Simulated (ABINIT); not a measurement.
Input of an ABINIT 10.8.3 (patched build) run:

File run.abi:

```
# Datasets: one volume each
ndtset 7
getwfk -1
scalecart1 3*0.9795861087
scalecart2 3*0.9864848297
scalecart3 3*0.9932883884
scalecart4 3*1.0000000000
scalecart5 3*1.0066227096
scalecart6 3*1.0131594038
scalecart7 3*1.0196128224

# Pseudopotentials
pp_dirpath "./"
pseudos "Rh.upf"

# Structure
acell 2.6839652093 2.6839652093 2.6839652093 Angstrom
rprim
     0.0000000000     0.7071067812     0.7071067812
     0.7071067812     0.0000000000     0.7071067812
     0.7071067812     0.7071067812     0.0000000000
ntypat 1
znucl 45
natom 1
typat 1
xred
     0.0000000000     0.0000000000     0.0000000000

# Plane-wave basis
ecut 44.0

# k points
kptopt 1
ngkpt 12 12 12
nshiftk 1
shiftk 0.0 0.0 0.0

# Exchange and correlation
ixc 11

# Bands and occupations
nband 13
occopt 3
tsmear 0.05 eV

# SCF cycle
nstep 100
tolvrs 1.0e-10

# Output
iomode 3
prtwf 1
prtden 0
prteig 0
prtebands 0
enunit 2
```

Potentials or basis: PseudoDojo NC SR PBE v0.5 stringent.

Launch:

```console
$ abinit run.abi > log 2>&1
```

(1) What does it give for the pressure derivative of the bulk modulus?

(2) What does it give for the bulk modulus?

(3) Predict the equilibrium volume.

## Answers

(1) 5.2.

(2) 258 GPa.

(3) 14.06 Å³/atom.

Caveat: pressures at fixed basis lie under the slope of the energies.

**Measured values to compare with.**

From “Thermal equation of state of rhodium characterized by XRD in a resistively heated diamond anvil cell”, 2024, pmc:11535440, for a bulk crystal of Rh: bulk modulus 264 ± 1 GPa.

A measured bulk modulus of Rh is 264 GPa (quoted in “Thermal equation of state of rhodium characterized by XRD in a resistively heated diamond anvil cell”, 2024, pmc:11535440); the calculated 258 GPa misses it by -2.1 %. The fit is for a static lattice scaled at fixed shape and fixed fractional positions.
